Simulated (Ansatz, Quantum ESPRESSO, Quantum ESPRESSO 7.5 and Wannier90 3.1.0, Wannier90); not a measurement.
**Ballistic channels from Wannier functions: straight K chain, spacing 4.43 Å**

Aim: a Wannier model and the conductance steps that follow from it, for this wire: straight K chain, spacing 4.43 Å.

Main program and level: Quantum ESPRESSO 7.5 and Wannier90 3.1.0; plane-wave DFT, PBE, GBRV ultrasoft pseudopotentials (cross-check by Ansatz 0.2.0 with PAW datasets).

## 1. Set-up

The cell holds 1 atom: 1 K. Cell: a = 8.000 Å, b = 8.000 Å, c = 4.428 Å, α = 90.0°, β = 90.0°, γ = 90.0°. Vacuum lies along a and b. The structure's axis is c.

## 2. SCF with pw.x

scf.in reads:

```
&control
  prefix = 'scf'
  outdir = './out'
  pseudo_dir = './pseudo'
  calculation = 'scf'
  tprnfor = .true.
/
&system
  ibrav = 0
  nat = 1
  ntyp = 1
  ecutwfc = 34
  ecutrho = 170
  occupations = 'smearing'
  smearing = 'mv'
  degauss = 0.005
/
&electrons
  conv_thr = 1e-07
  mixing_beta = 0.4
  electron_maxstep = 120
  mixing_mode = 'local-TF'
/
ATOMIC_SPECIES
  K   39.0983  k_pbe_v1.4.uspp.F.UPF
CELL_PARAMETERS angstrom
  8.00000000000000 0.00000000000000 0.00000000000000
  0.00000000000000 8.00000000000000 0.00000000000000
  0.00000000000000 0.00000000000000 4.42800000000000
ATOMIC_POSITIONS crystal
  K   0.000000000000 0.000000000000 0.000000000000
K_POINTS automatic
  1 1 16 0 0 0
```

On the command line:

```
$ OMP_NUM_THREADS=1 mpirun -n 2 pw.x -nk 1 -in scf.in > scf.out
```

What it wrote:

```text
Program PWSCF v.7.5 starts
[citation notice left out]

     Parallel version (MPI & OpenMP), running on       2 processor cores
     Number of MPI processes:                 2
     Threads/MPI process:                     1

     MPI processes distributed on     1 nodes
[...]
Current dimensions of program PWSCF are:
     Max number of different atomic species (ntypx) = 10
     Max number of k-points (npk) =  40000
     Max angular momentum in pseudopotentials (lmaxx) =  4
     Message from routine setup:
     using ibrav=0 with symmetry is DISCOURAGED, use correct ibrav instead

     R & G space division:  proc/nbgrp/npool/nimage =       2
     Subspace diagonalization in iterative solution of the eigenvalue problem:
     a serial algorithm will be used

     Parallelization info
     --------------------
     sticks:   dense  smooth     PW     G-vecs:    dense   smooth      PW
     Min        1546    1234    348                35831    25617    3848
     Max        1547    1235    349                35832    25618    3849
     Sum        3093    2469    697                71663    51235    7697

     Using Slab Decomposition

     bravais-lattice index     =            0
     lattice parameter (alat)  =      15.1178  a.u.
     unit-cell volume          =    1912.4240 (a.u.)^3
     number of atoms/cell      =            1
     number of atomic types    =            1
     number of electrons       =         9.00
     number of Kohn-Sham states=            9
     kinetic-energy cutoff     =      34.0000  Ry
     charge density cutoff     =     170.0000  Ry
     scf convergence threshold =      1.0E-07
     mixing beta               =       0.4000
     number of iterations used =            8  local-TF  mixing
     Exchange-correlation=  SLA  PW   PBX  PBC
                           (   1   4   3   4   0   0   0)

     celldm(1)=  15.117809  celldm(2)=   0.000000  celldm(3)=   0.000000
     celldm(4)=   0.000000  celldm(5)=   0.000000  celldm(6)=   0.000000

     crystal axes: (cart. coord. in units of alat)
               a(1) = (   1.000000   0.000000   0.000000 )
               a(2) = (   0.000000   1.000000   0.000000 )
               a(3) = (   0.000000   0.000000   0.553500 )

     reciprocal axes: (cart. coord. in units 2 pi/alat)
               b(1) = (  1.000000  0.000000  0.000000 )
               b(2) = (  0.000000  1.000000  0.000000 )
               b(3) = (  0.000000  0.000000  1.806685 )

     PseudoPot. # 1 for K  read from file:
     ./pseudo/k_pbe_v1.4.uspp.F.UPF
     Pseudo is Ultrasoft + core correction, Zval =  9.0
     Generated by new atomic code, or converted to UPF format
     Using radial grid of  841 points,  6 beta functions with:
                l(1) =   0
                l(2) =   0
                l(3) =   1
                l(4) =   1
                l(5) =   2
                l(6) =   2
     Q(r) pseudized with  6 coefficients,  rinner =    1.500   1.500   1.500
                                                       1.500   1.500

     atomic species   valence    mass     pseudopotential
     K                 9.00    39.09830     K ( 1.00)

     16 Sym. Ops., with inversion, found

   Cartesian axes

     site n.     atom                  positions (alat units)
         1        K      tau(   1) = (   0.0000000   0.0000000   0.0000000  )

     number of k points=     9  Marzari-Vanderbilt smearing, width (Ry)=  0.0050
                       cart. coord. in units 2pi/alat
        k(    1) = (   0.0000000   0.0000000   0.0000000), wk =   0.1250000
        k(    2) = (   0.0000000   0.0000000   0.1129178), wk =   0.2500000
        k(    3) = (   0.0000000   0.0000000   0.2258356), wk =   0.2500000
        k(    4) = (   0.0000000   0.0000000   0.3387534), wk =   0.2500000
        k(    5) = (   0.0000000   0.0000000   0.4516712), wk =   0.2500000
        k(    6) = (   0.0000000   0.0000000   0.5645890), wk =   0.2500000
        k(    7) = (   0.0000000   0.0000000   0.6775068), wk =   0.2500000
        k(    8) = (   0.0000000   0.0000000   0.7904246), wk =   0.2500000
        k(    9) = (   0.0000000   0.0000000  -0.9033424), wk =   0.1250000

     Dense  grid:    71663 G-vectors     FFT dimensions: (  64,  64,  36)

     Smooth grid:    51235 G-vectors     FFT dimensions: (  60,  60,  32)

     Estimated max dynamical RAM per process >     128.73 MB

     Estimated total dynamical RAM >     257.45 MB

     Initial potential from superposition of free atoms

     starting charge       8.4966, renormalised to       9.0000

     negative rho (up, down):  3.643E-05 0.000E+00
     Starting wfcs are    8 randomized atomic wfcs +    1 random wfcs

     total cpu time spent up to now is        1.3 secs

     per-process dynamical memory:    26.7 Mb

     Self-consistent Calculation

     iteration #  1     ecut=    34.00 Ry     beta= 0.40
     Davidson diagonalization with overlap
     ethr =  1.00E-02,  avg # of iterations =  6.3

     total cpu time spent up to now is        2.2 secs

     total energy              =     -57.03203152 Ry
     estimated scf accuracy    <       0.26565399 Ry

     iteration #  2     ecut=    34.00 Ry     beta= 0.40
[...]
total energy              =     -56.93272817 Ry
     estimated scf accuracy    <       0.16656633 Ry

     iteration #  3     ecut=    34.00 Ry     beta= 0.40
[...]
negative rho (up, down):  2.508E-03 0.000E+00

[...]
total energy              =     -56.95877915 Ry
     estimated scf accuracy    <       0.02138062 Ry

     iteration #  4     ecut=    34.00 Ry     beta= 0.40
[...]
negative rho (up, down):  1.763E-03 0.000E+00

[...]
total energy              =     -56.95719118 Ry
     estimated scf accuracy    <       0.00650598 Ry

     iteration #  5     ecut=    34.00 Ry     beta= 0.40
[...]
total energy              =     -56.95788617 Ry
     estimated scf accuracy    <       0.00065635 Ry

     iteration #  6     ecut=    34.00 Ry     beta= 0.40
[...]
total energy              =     -56.95788990 Ry
     estimated scf accuracy    <       0.00087780 Ry

     iteration #  7     ecut=    34.00 Ry     beta= 0.40
[...]
total energy              =     -56.95809458 Ry
     estimated scf accuracy    <       0.00027598 Ry

     iteration #  8     ecut=    34.00 Ry     beta= 0.40
[...]
total energy              =     -56.95814842 Ry
     estimated scf accuracy    <       0.00000725 Ry

     iteration #  9     ecut=    34.00 Ry     beta= 0.40
[...]
total energy              =     -56.95815909 Ry
     estimated scf accuracy    <       0.00001287 Ry

     iteration # 10     ecut=    34.00 Ry     beta= 0.40
[...]
total energy              =     -56.95816347 Ry
     estimated scf accuracy    <       0.00000786 Ry

     iteration # 11     ecut=    34.00 Ry     beta= 0.40
[...]
total energy              =     -56.95816527 Ry
     estimated scf accuracy    <       0.00000025 Ry

     iteration # 12     ecut=    34.00 Ry     beta= 0.40
[...]
total energy              =     -56.95816563 Ry
     estimated scf accuracy    <       0.00000111 Ry

     iteration # 13     ecut=    34.00 Ry     beta= 0.40
[...]
total energy              =     -56.95816601 Ry
     estimated scf accuracy    <       0.00000029 Ry

     iteration # 14     ecut=    34.00 Ry     beta= 0.40
[...]
End of self-consistent calculation

          k = 0.0000 0.0000 0.0000 (  6307 PWs)   bands (ev):

   -34.1700 -17.6169 -17.6169 -17.5721  -2.1174   0.4916   0.4916   0.5872
     0.6996

          k = 0.0000 0.0000 0.1129 (  6359 PWs)   bands (ev):

   -34.1698 -17.6173 -17.6173 -17.5755  -2.0822   0.5104   0.5104   0.6217
     0.7277

          k = 0.0000 0.0000 0.2258 (  6391 PWs)   bands (ev):

   -34.1695 -17.6173 -17.6173 -17.5825  -1.9774   0.5660   0.5660   0.7229
     0.8118

          k = 0.0000 0.0000 0.3388 (  6407 PWs)   bands (ev):

   -34.1691 -17.6167 -17.6167 -17.5924  -1.8052   0.6554   0.6554   0.8805
     0.9509

          k = 0.0000 0.0000 0.4517 (  6400 PWs)   bands (ev):

   -34.1686 -17.6155 -17.6155 -17.6040  -1.5689   0.7726   0.7726   1.0589
     1.1432

          k = 0.0000 0.0000 0.5646 (  6416 PWs)   bands (ev):

   -34.1680 -17.6162 -17.6144 -17.6144  -1.2730   0.9073   0.9073   1.1140
     1.3847

[...]
the Fermi energy is    -1.5594 ev

!    total energy              =     -56.95816611 Ry
     estimated scf accuracy    <          4.5E-09 Ry
     smearing contrib. (-TS)   =      -0.00020481 Ry
     internal energy E=F+TS    =     -56.95796129 Ry

     The total energy is F=E-TS. E is the sum of the following terms:
     one-electron contribution =     -61.98855079 Ry
     hartree contribution      =      30.08961365 Ry
     xc contribution           =      -8.89454366 Ry
     ewald contribution        =     -16.16448049 Ry

     convergence has been achieved in  14 iterations

     Forces acting on atoms (cartesian axes, Ry/au):

     atom    1 type  1   force =     0.00000000    0.00000000    0.00000000

     Total force =     0.000000     Total SCF correction =     0.000000

[...]
=------------------------------------------------------------------------------=
   JOB DONE.
=------------------------------------------------------------------------------=
```

The job ended after 13 s (2 MPI ranks of Intel Xeon Platinum 8488C (Sapphire Rapids), shared host; peak memory 0.3 GiB).

Numbers from this step:

* free energy: -774.9553 eV
* Fermi energy: -1.559 eV

The program's own clock; routines nest. Time by routine:

```tsv
routine	wall time (s)	calls
PWSCF	12.24	1
electrons	10.71	1
c_bands	4.54	14
cegterg	4.29	126
h_psi	3.62	679
fftw	3.45	8152
vloc_psi	3.35	679
sum_band	2.75	14
newd	2.12	15
init_run	1.23	1
mix_rho	1.1	14
ffts	0.78	770
fft	0.59	204
v_of_rho	0.44	15
```

The run needed 14 iterations to bring the estimated error under 1e-07 Ry.

## 3. Full uniform mesh without symmetry

Wannier90 needs the states on a whole uniform mesh, listed point by point, without symmetry.

nscf.in reads:

```
&control
  prefix = 'nscf'
  outdir = './out'
  pseudo_dir = './pseudo'
  calculation = 'nscf'
/
&system
  ibrav = 0
  nat = 1
  ntyp = 1
  ecutwfc = 34
  ecutrho = 170
  occupations = 'smearing'
  smearing = 'mv'
  degauss = 0.005
  nosym = .true.
  noinv = .true.
  nbnd = 11
/
&electrons
  conv_thr = 1e-09
  mixing_beta = 0.4
  electron_maxstep = 120
  mixing_mode = 'local-TF'
  diago_full_acc = .true.
/
ATOMIC_SPECIES
  K   39.0983  k_pbe_v1.4.uspp.F.UPF
CELL_PARAMETERS angstrom
  8.00000000000000 0.00000000000000 0.00000000000000
  0.00000000000000 8.00000000000000 0.00000000000000
  0.00000000000000 0.00000000000000 4.42800000000000
ATOMIC_POSITIONS crystal
  K   0.000000000000 0.000000000000 0.000000000000
K_POINTS crystal
8
  0.0000000000 0.0000000000 0.0000000000 0.125
  0.0000000000 0.0000000000 0.1250000000 0.125
  0.0000000000 0.0000000000 0.2500000000 0.125
  0.0000000000 0.0000000000 0.3750000000 0.125
  0.0000000000 0.0000000000 0.5000000000 0.125
  0.0000000000 0.0000000000 0.6250000000 0.125
  0.0000000000 0.0000000000 0.7500000000 0.125
  0.0000000000 0.0000000000 0.8750000000 0.125
```

On the command line:

```
$ cp -r out/scf.save out/nscf.save
$ cp out/scf.xml out/nscf.xml
$ OMP_NUM_THREADS=1 mpirun -n 2 pw.x -nk 1 -in nscf.in > nscf.out
```

What it wrote:

```text
[banner, memory and clock lines left out]
Program PWSCF v.7.5 starts
[citation notice left out]

[...]
bravais-lattice index     =            0
     lattice parameter (alat)  =      15.1178  a.u.
     unit-cell volume          =    1912.4240 (a.u.)^3
     number of atoms/cell      =            1
     number of atomic types    =            1
     number of electrons       =         9.00
     number of Kohn-Sham states=           11
     kinetic-energy cutoff     =      34.0000  Ry
     charge density cutoff     =     170.0000  Ry
     Exchange-correlation=  SLA  PW   PBX  PBC
                           (   1   4   3   4   0   0   0)

[...]
PseudoPot. # 1 for K  read from file:
     ./pseudo/k_pbe_v1.4.uspp.F.UPF
     Pseudo is Ultrasoft + core correction, Zval =  9.0
     Generated by new atomic code, or converted to UPF format
     Using radial grid of  841 points,  6 beta functions with:
                l(1) =   0
                l(2) =   0
                l(3) =   1
                l(4) =   1
                l(5) =   2
                l(6) =   2
     Q(r) pseudized with  6 coefficients,  rinner =    1.500   1.500   1.500
                                                       1.500   1.500

     atomic species   valence    mass     pseudopotential
     K                 9.00    39.09830     K ( 1.00)

     No symmetry found

[...]
number of k points=     8  Marzari-Vanderbilt smearing, width (Ry)=  0.0050
[...]
Dense  grid:    71663 G-vectors     FFT dimensions: (  64,  64,  36)

     Smooth grid:    51235 G-vectors     FFT dimensions: (  60,  60,  32)

     The potential is recalculated from file :
     ./out/nscf.save/charge-density

     Starting wfcs are    8 randomized atomic wfcs +    3 random wfcs

     Band Structure Calculation
     Davidson diagonalization with overlap
     c_bands:  4 eigenvalues not converged
     c_bands:  3 eigenvalues not converged
     c_bands:  2 eigenvalues not converged
     c_bands:  2 eigenvalues not converged

     ethr =  1.11E-11,  avg # of iterations =111.5

     End of band structure calculation

          k = 0.0000 0.0000 0.0000 (  6307 PWs)   bands (ev):

   -34.1690 -17.6160 -17.6160 -17.5712  -2.1173   0.4916   0.4916   0.5873
     0.6996   1.9013   2.5246

          k = 0.0000 0.0000 0.2258 (  6391 PWs)   bands (ev):

   -34.1685 -17.6164 -17.6164 -17.5816  -1.9773   0.5661   0.5661   0.7230
     0.8118   1.9907   2.5100

[...]
the Fermi energy is    -1.5593 ev
     (compare with:    -1.5594 eV, computed in scf)

[...]
```

Run time: 13 s. Hardware: 2 MPI ranks; peak memory 0.15 GiB.

The program's own clock; routines nest. Time by routine:

```tsv
routine	wall time (s)	calls
PWSCF	11.84	1
electrons	10.6	1
c_bands	10.6	1
cegterg	10.42	47
h_psi	8.31	947
vloc_psi	7.76	947
fftw	6.91	13546
init_run	1.1	1
potinit	0.44	1
hinit0	0.41	1
ffts	0.37	1
interpolate	0.37	1
fft	0.34	13
h_psi:calbec	0.33	947
```

[end of part 1 of 5]

[Logs are printed without paths, hosts, clocks, repeated set-up lines and the standing remarks that a program may print on its own settings, such as how far it seeks lower states.]

[Hosts, paths, dates, database ids (printed as entryN), source tags and the programs' standing remarks are cut or masked in the printed files.]

[Maps of the electrostatic potential energy from Ansatz leave out the sawtooth potential of an applied field or a dipole correction, so their vacuum need not be flat; planar profiles and work functions include it.]
